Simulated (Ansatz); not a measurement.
Point defect: B on a N site in BN

The calculation used Ansatz, DFT PBE+D3(BJ), scalar-relativistic, plane waves, PAW. Settings: 420 eV cutoff, 2×2×2 k-mesh, shifted by half a step, Gaussian smearing of 0.01 eV, collinear spin in charge -1 alone.

Host crystal, relaxed:

```
B N
1.0
     1.25306    0.72345    3.29488
    -1.25306    0.72345    3.29488
     0.00000   -1.44691    3.29488
B N
1 1
Direct
  0.99970 0.99970 0.99970
  0.33274 0.33274 0.33274
```

Supercell of 48 atoms, rows in host cell vectors: 2 -3 2; -1 -3 3; 3 -3 -1. Atoms relax at the host's cell, keeping the symmetry that the supercell leaves at the site. The cell is small, so energies carry finite-size errors of tenths of an eV. The host's Kohn–Sham gap is 4.16 eV. Atoms are taken from and returned to the elements' standard states. Charged cells are corrected for image charges with the computed static dielectric tensor (mean 5.4) and aligned with the host's potential at far atoms (alignment terms reach 0.16 eV; the program doubts the alignment in some charges, where it is up to 0.16 eV). No band-filling term is added, and the Fermi level counts from the host's valence band top.

Defect: B on a N site set at (0.333, 0.333, 0.333) of the host cell. In charges 0, -1, -2 some atom moved by up to 0.6 Å, so the relaxed defect can differ in kind from the start. Before relaxation its nearest neighbours are 3 B at 1.45 Å.

```json
{"charge": "0", "E_f at the valence band top (eV)": "7.15", "over the neutral state (eV)": "0.00", "moment (μB)": "0.00", "largest move (Å)": "0.53", "atoms near the site": "3 B at 1.60 Å"}
{"charge": "-1", "E_f at the valence band top (eV)": "9.64", "over the neutral state (eV)": "2.49", "moment (μB)": "1.00", "largest move (Å)": "0.53", "atoms near the site": "3 B at 1.57 Å"}
{"charge": "-2", "E_f at the valence band top (eV)": "13.72", "over the neutral state (eV)": "6.57", "moment (μB)": "0.00", "largest move (Å)": "0.65", "atoms near the site": "3 B at 1.55 Å"}
```

Among the charges computed the stable one is 0 at the valence band top, changing to -1 at 2.49 eV, changing to -2 at 4.08 eV. Without the alignment that the program doubts, the level (-1/-2) would lie at 4.24 eV, outside the gap, so these runs don't decide whether the defect changes charge there.